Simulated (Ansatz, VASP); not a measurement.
## GaN in VASP and in Ansatz

The input INCAR:

```
SYSTEM = GaN
PREC = Accurate
ENCUT = 520
EDIFF = 1E-6
ISMEAR = -1
SIGMA = 0.05
LREAL = .False.
LASPH = .True.
NELM = 100
ALGO = Normal
ISIF = 2
LWAVE = .False.
LCHARG = .False.
GGA = RE
NBANDS = 26
```

Contents of KPOINTS:

```
regular mesh
0
Gamma
  10 10 5
  0 0 0
```

POSCAR

```
GaN
1.0
    3.1800000000      0.0000000000      0.0000000000
   -1.5900000000      2.7539607840      0.0000000000
    0.0000000000      0.0000000000      5.1660000000
Ga N
2 2
Direct
    0.6666666667      0.3333333333      0.5000000000
    0.3333333333      0.6666666667      0.0000000000
    0.6666666667      0.3333333333      0.8750000000
    0.3333333333      0.6666666667      0.3750000000
```

Contents of KPOINTS_OPT:

```
path GMKGALHA,LM,KH
15
line-mode
reciprocal
 0.0000000000  0.0000000000  0.0000000000  G
 0.5000000000  0.0000000000  0.0000000000  M

 0.5000000000  0.0000000000  0.0000000000  M
 0.3333333333  0.3333333333  0.0000000000  K

 0.3333333333  0.3333333333  0.0000000000  K
 0.0000000000  0.0000000000  0.0000000000  G

 0.0000000000  0.0000000000  0.0000000000  G
 0.0000000000  0.0000000000  0.5000000000  A

 0.0000000000  0.0000000000  0.5000000000  A
 0.5000000000  0.0000000000  0.5000000000  L

 0.5000000000  0.0000000000  0.5000000000  L
 0.3333333333  0.3333333333  0.5000000000  H

 0.3333333333  0.3333333333  0.5000000000  H
 0.0000000000  0.0000000000  0.5000000000  A

 0.5000000000  0.0000000000  0.5000000000  L
 0.5000000000  0.0000000000  0.0000000000  M

 0.3333333333  0.3333333333  0.0000000000  K
 0.3333333333  0.3333333333  0.5000000000  H
```

input.yaml

```yaml
crystal:
  lattice:
    - [3.18, 0.0, 0.0]
    - [-1.59, 2.753960784, 0.0]
    - [0.0, 0.0, 5.166]
  atoms:
    - { symbol: Ga, position: [0.6666666667, 0.3333333333, 0.5] }
    - { symbol: Ga, position: [0.3333333333, 0.6666666667, 0.0] }
    - { symbol: "N", position: [0.6666666667, 0.3333333333, 0.875] }
    - { symbol: "N", position: [0.3333333333, 0.6666666667, 0.375] }
hamiltonian:
  xc: revpbe
  pseudopotentials: { kind: paw }
kpoints:
  mp_grid: { grid: [10, 10, 5] }
  band_path:
    path:
      - [[0.0, 0.0, 0.0], [0.5, 0.0, 0.0], [0.3333333333, 0.3333333333, 0.0], [0.0, 0.0, 0.0], [0.0, 0.0, 0.5], [0.5, 0.0, 0.5], [0.3333333333, 0.3333333333, 0.5], [0.0, 0.0, 0.5]]
      - [[0.5, 0.0, 0.5], [0.5, 0.0, 0.0]]
      - [[0.3333333333, 0.3333333333, 0.0], [0.3333333333, 0.3333333333, 0.5]]
    npoints: 14
scf:
  occupations: { method: fermi_dirac, width: 0.05 }
  n_extra_bands: 10
output:
  forces: true
  stress: true
  eigenvalues: true
  fatbands: true
  write_density: true
  write_potential: true
  elf: true
  volumetric_format: npy
```

Alike in both runs: task band structure; functional revPBE; k mesh 10 × 10 × 5; occupations fermi-dirac, width 0.05 eV; no spin polarisation.

|  | VASP | Ansatz |
| --- | --- | --- |
| version | VASP 6.6.1 | Ansatz 0.2.0 |
| potentials or method | VASP PAW PBE potentials, release 64 (Ga_d, N) | Ansatz PAW |
| plane-wave cutoff (eV) | 520 | 420 |
| valence electrons in the cell | 36 | 36 |

VASP gave:

* gap on the k mesh at the Fermi level (eV): 2.02
* least direct gap on the mesh (eV): 2.02
* gap along the band path (eV): 2.02
* pressure (GPa): 10.2
* largest component of the traceless stress (GPa): 1.42
* rms of the force components (eV/Å): 0.079

Q: What did Ansatz give for the same quantities?

A: gap on the k mesh at the Fermi level (eV): 1.99; least direct gap on the mesh (eV): 1.99; gap along the band path (eV): 1.99; pressure (GPa): 10.4; largest component of the traceless stress (GPa): 1.41; rms of the force components (eV/Å): 0.081.

Atom by atom the forces differ by 0.002 eV/Å (rms over components).

Caveats: the PAW data sets were made with another functional, which shifts forces and pressure a little (VASP); the pressure holds a Pulay correction of +0.5 GPa for the finite cutoff (Ansatz); the PAW data sets come from PBE, with cores solved anew for the run's functional, which leaves a small shift of forces and pressure (Ansatz).
